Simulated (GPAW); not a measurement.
Write an ASE script for GPAW 26.7.0 that does the following.

* Task: relaxation of cell and atoms
* Functional: PBEsol
* Potentials or basis: PAW data sets generated in the run's folder for this functional
* Cutoff: 800 eV
* Basis: pw
* k mesh: 7 × 7 × 7
* Occupations: fermi-dirac, width 0.05 eV
* Spin: no spin polarisation
* Maxiter: 150
* Optimizer: BFGS
* Fmax: 0.05 eV/Å
* Max steps: 100
* Convergence: density=1e-06 energy=1e-06 eigenstates=1e-10

The structure of TaN lies in POSCAR:

```
TaN
1.0
    2.9380000000      0.0000000000      0.0000000000
   -1.4690000000      2.5443826363      0.0000000000
    0.0000000000      0.0000000000      2.8830000000
Ta N
1 1
Direct
    0.0000000000      0.0000000000      0.5000000000
    0.6666666667      0.3333333333      0.0000000000
```

These files were run (other wordings do the same):

run.py

```python
from ase.filters import FrechetCellFilter
from ase.io import read, write
from ase.optimize import BFGS
from gpaw import GPAW, PW, setup_paths

setup_paths.insert(0, '.')

atoms = read('POSCAR')

calc = GPAW(mode=PW(800),
            xc='PBEsol',
            kpts={'size': (7, 7, 7), 'gamma': True},
            occupations={'name': 'fermi-dirac', 'width': 0.05},
            nbands=19,
            convergence={'density': 1e-06, 'energy': 1e-06, 'eigenstates': 1e-10},
            maxiter=150,
            txt='gpaw.txt')
atoms.calc = calc
opt = BFGS(FrechetCellFilter(atoms), trajectory='relax.traj', logfile='-')
done = opt.run(fmax=0.05, steps=100)
calc.write('gs.gpw')
write('result.traj', atoms)
print('Converged:', done)
print('Cell:', atoms.cell.cellpar().round(4))
print('Volume:', round(atoms.get_volume(), 4))
print(atoms.get_scaled_positions().round(5))
```

Potentials or basis: PAW data sets generated in the run's folder for this functional, pw.

Launch:

```sh
$ gpaw-setup -f PBEsol N Ta
$ OMP_NUM_THREADS=1 python run.py
```

It gave:

| Item | Value |
| --- | --- |
| Relaxed volume | 10.63 Å³/atom |
| Relaxed cell | a = 2.925 Å, b = 2.925 Å, c = 2.868 Å, α = 90.00°, β = 90.00°, γ = 120.00° |
| Space group after relaxing (to 0.05 Å) | P-6m2 (No. 187) |
| Energy gained by relaxing | 1.7 meV/atom |
| Ionic steps | 3 |
| Pressure after relaxing | 0.0 GPa |
| Band gap on the k mesh | none (metal or under the smearing width) |

Caveat: later steps reuse the first step's grids.

Run time: 20 s on 1 thread of Intel(R) Xeon(R) 6975P-C (Granite Rapids), with other jobs on the host, peak memory 0.18 GiB.
